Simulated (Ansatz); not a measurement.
# ZnSe (Stilleite): band structure with PBE

**What was measured.**

“Alloy Disordering Effects on the Thermal Conductivity and Energy Gap Temperature Dependence of Cd1−xZnxSe Ternary Crystals Grown by the Bridgman Method”, 2023, pmc:10253836 reports, for a bulk crystal of ZnSe at 300 K: band gap 2.695 ± 0.003 eV (an exciton energy, a little under the gap).

ZnSe (Stilleite):

```
CELL_PARAMETERS angstrom
0.00000 2.83380 2.83380
2.83380 0.00000 2.83380
2.83380 2.83380 0.00000
ATOMIC_POSITIONS crystal
Se 0.75000 0.75000 0.75000
Zn 0.00000 0.00000 0.00000
```

* Program: Ansatz 0.2.0
* Task: band structure
* Functional: PBE
* Potentials or basis: SPMS NC
* Cutoff: 816 eV (not typed: the program's choice for these potentials)
* k mesh: 8 × 8 × 8
* Occupations: fermi-dirac, width 0.05 eV
* Spin: no spin polarisation
* Path: [["G", "X", "W", "K", "G", "L", "U", "W", "L", "K"], ["U", "X"]]
* Points for each segment of the path: 14

```yaml
Pressure: 2.3 GPa
Band_gap_on_the_k_mesh: 1.28 eV, direct
Band_gap_along_the_path: 1.28 eV, direct
```

Levels at the corners of the path, in eV from the valence-band top:
| point | band 16 | band 17 | band 18 | band 19 | band 20 | band 21 |
| --- | --- | --- | --- | --- | --- | --- |
| Γ | 0.00 | 0.00 | 0.00 | 1.28 | 5.82 | 5.82 |
| X | -4.74 | -2.18 | -2.18 | 2.99 | 3.47 | 10.73 |
| W | -4.68 | -2.76 | -2.66 | 5.49 | 5.56 | 6.97 |
| K | -4.71 | -3.08 | -1.79 | 3.59 | 5.61 | 9.05 |
| Γ | 0.00 | 0.00 | 0.00 | 1.28 | 5.82 | 5.82 |
| L | -5.22 | -0.87 | -0.87 | 2.54 | 6.40 | 6.40 |
| U | -4.71 | -3.08 | -1.79 | 3.59 | 5.61 | 9.05 |
| W | -4.68 | -2.76 | -2.66 | 5.49 | 5.56 | 6.97 |
| L | -5.22 | -0.87 | -0.87 | 2.54 | 6.40 | 6.40 |
| K | -4.71 | -3.08 | -1.79 | 3.59 | 5.61 | 9.05 |
| U | -4.71 | -3.08 | -1.79 | 3.59 | 5.61 | 9.05 |
| X | -4.74 | -2.18 | -2.18 | 2.99 | 3.47 | 10.73 |

It took 24 s on 2 threads of Intel(R) Xeon(R) Processor @ 2.50GHz (Skylake/Cascade Lake), with other jobs on the host, peak memory 0.48 GiB.

A measured gap of ZnSe is 2.695 eV (an exciton energy, a little under the gap; 300 K; “Alloy Disordering Effects on the Thermal Conductivity and Energy Gap Temperature Dependence of Cd1−xZnxSe Ternary Crystals Grown by the Bridgman Method”, 2023, pmc:10253836); the calculated 1.28 eV misses it by -1.41 eV. So large a miss can be the level of theory's own, or it may mean another phase, state or a wrong row. Spin-orbit coupling on Se is left out. The value is that of PBE, without temperature or zero-point motion. Semilocal functionals fall short of measured gaps as a rule.
